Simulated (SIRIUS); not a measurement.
## AlN: single point with PBEsol

**The experiment to reproduce.**

From “Structural and optical properties of self-assembled AlN nanowires grown on SiO2/Si substrates by molecular beam epitaxy”, 2024, arxiv:2402.00216, for a bulk crystal of AlN at 0 K: band gap 6.0343 eV (an exciton energy, a little under the gap).

AlN:

```
CELL_PARAMETERS angstrom
3.11300 0.00000 0.00000
-1.55650 2.69594 0.00000
0.00000 0.00000 4.98100
ATOMIC_POSITIONS crystal
Al 0.66667 0.33333 0.50000
Al 0.33333 0.66667 0.00000
N 0.66667 0.33333 0.88000
N 0.33333 0.66667 0.38000
```

```
Program                                     : SIRIUS 7.12.0
Task                                        : single point
Functional                                  : PBEsol
Potentials or basis                         : all-electron FP-LAPW
Cutoff                                      : 335 eV
Basis                                       : apw+lo standard
k mesh                                      : 10 × 10 × 6
Occupations                                 : fermi-dirac, width 0.05 eV
Spin                                        : no spin polarisation
Muffin tin radii                            : Al 2.03, N 1.41 bohr
Basis cutoff (gk_cutoff)                    : 4.96 1/bohr
Cutoff of density and potential (pw_cutoff) : 26 1/bohr
lmax of the basis                           : 12
lmax of density and potential               : 8
Valence relativity                          : iora
Core states                                 : Al 1s, N 1s
Local orbitals (radial functions)           : Al 12, N 10
Reference energy of the basis               : 0.23 Ha
Smallest sphere radius times basis cutoff   : 6.99
Start of the SCF                            : LDA density
```

```yaml
Largest_force: 0.131 eV/Å
Band_gap_on_the_k_mesh: 4.15 eV, direct
All_electrons_inside_the_program's_atomic_spheres: Al 11.17; N 5.41 (radii Al 2.03, N 1.41 bohr)
```

Forces in eV/Å, atoms in the order of the input:
```
Al   0.000  0.000 -0.130
Al   0.000  0.000 -0.130
N    0.000  0.000  0.131
N    0.000  0.000  0.131
```

Levels at points of the mesh, in eV from the valence-band top:
| k point | band 14 | band 15 | band 16 | band 17 | band 18 | band 19 |
| --- | --- | --- | --- | --- | --- | --- |
| (0.00, 0.00, 0.00) | -0.18 | -0.18 | 0.00 | 4.15 | 6.57 | 10.51 |
| (0.50, 0.00, 0.00) | -2.08 | -1.80 | -0.66 | 5.70 | 5.70 | 8.11 |
| (0.00, 0.00, 0.50) | -0.52 | -0.52 | -0.52 | 6.39 | 6.39 | 10.23 |
| (0.50, 0.00, 0.50) | -1.45 | -1.36 | -1.36 | 5.20 | 5.20 | 9.17 |

It took 5 min on 2 threads of Arm Neoverse V1, with other jobs on the host, peak memory 1.1 GiB.

A measured gap of AlN is 6.0343 eV (an exciton energy, a little under the gap; 0 K; quoted in “Structural and optical properties of self-assembled AlN nanowires grown on SiO2/Si substrates by molecular beam epitaxy”, 2024, arxiv:2402.00216); the calculated 4.15 eV misses it by -1.89 eV. 2 values of this kind are on record (6.034 to 6.0343 eV); this one was drawn at random. The value is that of PBEsol on a finite k mesh, which can miss the band edges, without temperature or zero-point motion. Semilocal functionals fall short of measured gaps as a rule.
